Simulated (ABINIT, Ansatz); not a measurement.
This is a calculation of MnO for Ansatz 0.2.0. Measurements of this composition are mostly on another form, of space group No. 225.

Contents of input.yaml:

```yaml
crystal:
  lattice:
    - [2.67238866, 0.0, 0.0]
    - [0.0, 2.67238866, 0.0]
    - [0.0, 0.0, 2.67238866]
  atoms:
    - { symbol: Mn, position: [0.0, 0.0, 0.0], spin: 4.0 }
    - { symbol: O, position: [0.5, 0.5, 0.5] }
hamiltonian:
  xc: pbe
  pseudopotentials: { kind: paw }
magnetization:
  spin_polarized: true
kpoints:
  mp_grid: { grid: [10, 10, 10] }
scf:
  occupations: { method: fermi_dirac, width: 0.05 }
output:
  forces: true
  stress: true
  eigenvalues: true
```

Potentials or basis: Ansatz PAW.

The run is started by

```bash
$ ansatz run input.yaml --threads 1 --pin off --max-ram 3584MiB --backend cpu --events-out ev --progress --plain --runs-dir out
```

Task: Translate it to ABINIT 10.8.3 (patched build). Potentials or basis there: JTH PAW PBE v2.0, cutoff 707 eV.

Result: As run (cutoffs and basis follow the program's own potentials, and thresholds, step limits or extra output files can differ):

Contents of run.abi:

```
# Pseudopotentials
pp_dirpath "./"
pseudos "Mn.GGA_PBE-JTH.xml, O.GGA_PBE-JTH.xml"

# Structure
acell 2.67238866 2.67238866 2.67238866 Angstrom
rprim
     1.0000000000     0.0000000000     0.0000000000
     0.0000000000     1.0000000000     0.0000000000
     0.0000000000     0.0000000000     1.0000000000
ntypat 2
znucl 25 8
natom 2
typat 1 2
xred
     0.0000000000     0.0000000000     0.0000000000
     0.5000000000     0.5000000000     0.5000000000

# Plane-wave basis
ecut 26.0
pawecutdg 48.0
pawxcdev 0

# k points
kptopt 1
ngkpt 10 10 10
nshiftk 1
shiftk 0.0 0.0 0.0

# Exchange and correlation
ixc 11

# Bands and occupations
nband 16
occopt 3
tsmear 0.05 eV

# Spin
nsppol 2
spinat
     0.0000000000     0.0000000000     5.0000000000
     0.0000000000     0.0000000000     0.0000000000

# SCF cycle
nstep 100
tolvrs 1.0e-9

# Output
iomode 3
prtwf 0
prtden 0
prteig 0
prtebands 0
enunit 2
```

Potentials or basis: JTH PAW PBE v2.0.

Run with:

```console
$ abinit run.abi > log 2>&1
```

Both were run:

|  | Ansatz | ABINIT |
| --- | --- | --- |
| Pressure | 5.6 GPa | 5.5 GPa |
| Net moment | 4.19 μB per cell | 4.18 μB per cell |

Ansatz's pressure holds a Pulay term of +0.68 GPa for its cutoff of 420 eV, which the other run lacks.

Where Ansatz's input types no cutoff or centring, it takes its own default and a Γ-centred mesh.

The magnetic state is the one that the start led to; the real crystal's order can differ.

Pressure is positive in compression.
